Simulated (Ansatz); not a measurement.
# CaF2: energy against volume in PBE, exact exchange and the RPA

Aim: the volume at rest and the bulk modulus of the known phase of CaF2 (Fm-3m) with 3 atoms a cell in the random-phase approximation, beside PBE and exact exchange alone.

The runs shown are made with Ansatz 0.2.0. PBE orbitals, norm-conserving pseudopotentials, plane waves. Spin-unpolarised throughout; all numbers are computed.

### Step 1. Starting point

The cell was relaxed beforehand with r2SCAN; volume changes: +0 %, -5 %, +5 %, -10 %, +10 %.

It is cubic, Fm-3m (No. 225); conventional cell a = 5.439 Å, 13.41 Å³ an atom. Near Ca stand 8 F at 2.36 Å; near F stand 4 Ca at 2.36 Å.

As a file:

```cif
data_structure
_symmetry_space_group_name_H-M 'Fm-3m'
_symmetry_Int_Tables_number 225
_cell_length_a 5.4392
_cell_length_b 5.4392
_cell_length_c 5.4392
_cell_angle_alpha 90.000
_cell_angle_beta 90.000
_cell_angle_gamma 90.000
_cell_volume 160.92
loop_
_atom_site_label
_atom_site_type_symbol
_atom_site_symmetry_multiplicity
_atom_site_Wyckoff_symbol
_atom_site_fract_x
_atom_site_fract_y
_atom_site_fract_z
_atom_site_occupancy
Ca1 Ca 4 a 0.00000 0.00000 0.00000 1
F1 F 8 c 0.25000 0.75000 0.75000 1
```

### Step 2. The unscaled cell

The input, input.yaml:

```yaml
crystal:
  lattice:
    - [0.0, 2.7195928861, 2.7195928861]
    - [2.7195928861, 0.0, 2.7195928861]
    - [2.7195928861, 2.7195928861, 0.0]
  atoms:
    - { symbol: Ca, position: [0.0, 0.0, 0.0] }
    - { symbol: F, position: [0.25, 0.25, 0.25] }
    - { symbol: F, position: [0.75, 0.75, 0.75] }
kpoints:
  mp_grid: { grid: [4, 4, 4] }
hamiltonian:
  xc: pbe
  pseudopotentials: { kind: nc }
scf:
  occupations: { method: fixed }
output:
  rpa_energy:
    ecut_chi_ladder: [152, 171, 189, 210, 231]
    long_wavelength: optical_limit
basis:
  ecutwfc: 1320.0
```

After this run come: Volume -5 %; Volume +5 %; Volume -10 %; Volume +10 %.

**Question.** What will these runs give?

As calculated:

Energies in meV/atom from the unscaled cell:

| volume (Å³/atom) | PBE | exact exchange | EXX+RPA | RPA correlation |
| --- | --- | --- | --- | --- |
| 12.069 | 73.7 | 90.6 | 54.3 | -36.3 |
| 12.739 | 24.2 | 31.3 | 7.2 | -24.2 |
| 13.410 | 0.0 | 0.0 | 0.0 | 0.0 |
| 14.080 | -4.9 | -9.3 | -2.0 | 7.3 |
| 14.751 | 5.1 | -1.9 | 27.7 | 29.6 |

| energy | V₀ (Å³/atom) | B₀ (GPa) | B₀′ |
| --- | --- | --- | --- |
| PBE | 13.938 | 78 | 4.5 |
| exact exchange | 14.092 | 84 | 4.3 |
| EXX+RPA | 13.512 | unresolved | unresolved |

Birch–Murnaghan fits.

**Reading.** RPA correlation grows stronger on compression, so it pulls the cell in against exact exchange alone. The log puts the extrapolation error of each correlation energy at up to 105 meV/atom, against 56 meV/atom for the whole EXX+RPA curve; part of it cancels between volumes. The curve is too rough to resolve B₀ and B₀′ of EXX+RPA; its minimum, near 13.5 Å³/atom, is a rough guide. The 4×4×4 mesh and the pseudopotentials limit these values, and the core-valence term stays semilocal.
